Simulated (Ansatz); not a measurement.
**What a trial cell of HfO2 relaxes into**

Level of theory: Ansatz, DFT PBE, scalar-relativistic, plane waves, PAW. Cutoff 420 eV, Gaussian smearing, Γ-centred meshes. Cell and atoms relax first on a coarse mesh and then on a converged one. In between, the cell is made exact in the group found at 0.06 Å. The steps can't lower the symmetry of their start. No spin polarisation.

The guess for HfO2 is a distorted database cell: HfO2 type (Fm-3m) distorted into a subgroup (R-3m, No. 166) (largest shift (Å) 0.13).

```cif
data_structure
_symmetry_space_group_name_H-M 'R-3m:H'
_symmetry_Int_Tables_number 166
_cell_length_a 3.7318
_cell_length_b 3.7318
_cell_length_c 8.2963
_cell_angle_alpha 90.000
_cell_angle_beta 90.000
_cell_angle_gamma 120.000
_cell_volume 100.06
loop_
_atom_site_label
_atom_site_type_symbol
_atom_site_symmetry_multiplicity
_atom_site_Wyckoff_symbol
_atom_site_fract_x
_atom_site_fract_y
_atom_site_fract_z
_atom_site_occupancy
Hf1 Hf 3 a 0.00000 0.00000 0.00000 1
O1 O 6 c 0.33333 0.66667 0.90199 1
```

Energies over the elements count from the elements' standard structures at the same level (O₂ as a molecule), with no fitted energy shifts.

Question: What does it relax into?

Answer: The symmetry goes from R-3m (No. 166) to Fm-3m (No. 225). The end has the fluorite type. The volume per atom shrinks by 0.7 %, from 11.1 to 11.0 Å³. The shortest distance goes from 1.95 Å (Hf–O) to 2.21 Å (Hf–O). The energy falls by about 0.26 eV/atom (the start's value is from the coarse mesh). The end is written in a standard setting, so origin, axes and order of atoms can differ from the start's. Conventional cell: a = 5.098 Å. Hf is surrounded by 8 O at 2.21 Å; O is surrounded by 4 Hf at 2.21 Å and 6 O at 2.55 Å.

```cif
data_structure
_symmetry_space_group_name_H-M 'Fm-3m'
_symmetry_Int_Tables_number 225
_cell_length_a 5.0975
_cell_length_b 5.0975
_cell_length_c 5.0975
_cell_angle_alpha 90.000
_cell_angle_beta 90.000
_cell_angle_gamma 90.000
_cell_volume 132.46
loop_
_atom_site_label
_atom_site_type_symbol
_atom_site_symmetry_multiplicity
_atom_site_Wyckoff_symbol
_atom_site_fract_x
_atom_site_fract_y
_atom_site_fract_z
_atom_site_occupancy
Hf1 Hf 4 a 0.00000 0.00000 0.00000 1
O1 O 8 c 0.25000 0.25000 0.75000 1
```

Question: Give its energy and gap.

Answer:

| Property | Result |
| --- | --- |
| Energy over the elements | −3.371 eV/atom |
| Gap on the 8×8×8 mesh of the 3-atom cell | 3.75 eV |

Whether it is stable depends on the other phases of the system, which aren't compared here.

The last run used Gaussian smearing of 0.02 eV. Spin–orbit coupling, which can matter for Hf, is left out. Kohn–Sham gaps at this level usually fall short of measured ones. A later test with randomly moved atoms came back to the same energy, though modes that don't fit the test's cell weren't probed. In all, the 3 runs took 20 s on 1 thread of Arm Neoverse V1 (shared host).
